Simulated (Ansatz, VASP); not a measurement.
# MgS: VASP beside Ansatz

INCAR

```
SYSTEM = MgS
ALGO = Normal
EDIFF = 1E-6
ENCUT = 520
GGA = PS
ISIF = 2
ISMEAR = 0
LASPH = .True.
LCHARG = .False.
LREAL = .False.
LWAVE = .False.
NBANDS = 11
NELM = 80
PREC = Accurate
SIGMA = 0.05
```

File KPOINTS:

```
k-points
0
Gamma
  8 8 8
  0 0 0
```

POSCAR

```
MgS
1.0
    0.0000000000      2.9747760491      2.8331200468
    2.9747760491      0.0000000000      2.8331200468
    2.9747760491      2.9747760491      0.0000000000
Mg S
1 1
Direct
    0.0000000000      0.0000000000      0.0000000000
    0.7500000000      0.7500000000      0.7500000000
```

Input for Ansatz:

```yaml
crystal:
  lattice:
    - [0.0, 2.9747760491, 2.8331200468]
    - [2.9747760491, 0.0, 2.8331200468]
    - [2.9747760491, 2.9747760491, 0.0]
  atoms:
    - { symbol: Mg, position: [0.0, 0.0, 0.0] }
    - { symbol: S, position: [0.75, 0.75, 0.75] }
basis:
  ecutwfc: 420
kpoints:
  mp_grid: { grid: [8, 8, 8] }
hamiltonian:
  xc: pbesol
scf:
  occupations: { method: gaussian, width: 0.05 }
output:
  forces: true
  stress: true
  eigenvalues: true
```

Change from the starting cell: strain +0.0500 x Voigt [1, 1, 0, 0, 0, 0], atoms carried along.

Alike in both runs: task single point; functional PBEsol; k mesh 8 × 8 × 8; occupations gaussian, width 0.05 eV; no spin polarisation.

|  | VASP | Ansatz |
| --- | --- | --- |
| version | VASP 6.6.1 | Ansatz 0.2.0 |
| potentials or method | VASP PAW PBE potentials, release 64 (Mg, S) | scalar-relativistic, plane waves, PAW |
| plane-wave cutoff (eV) | 520 | 420 |
| valence electrons in the cell | 8 | 16 |

|  | VASP | Ansatz | Ansatz less VASP |
| --- | --- | --- | --- |
| gap on the k mesh at the Fermi level (eV) | 2.75 | 2.75 | 0.000 |
| least direct gap on the mesh (eV) | 2.75 | 2.75 | 0.000 |
| pressure (GPa) | -5.1 | -5.0 | +0.11 |
| largest component of the traceless stress (GPa) | 0.72 | 0.72 | -0.006 |

The two sets of potentials don't hold the same shells in valence.

Caveats: the PAW data sets were made with another functional, which shifts forces and pressure a little (VASP).
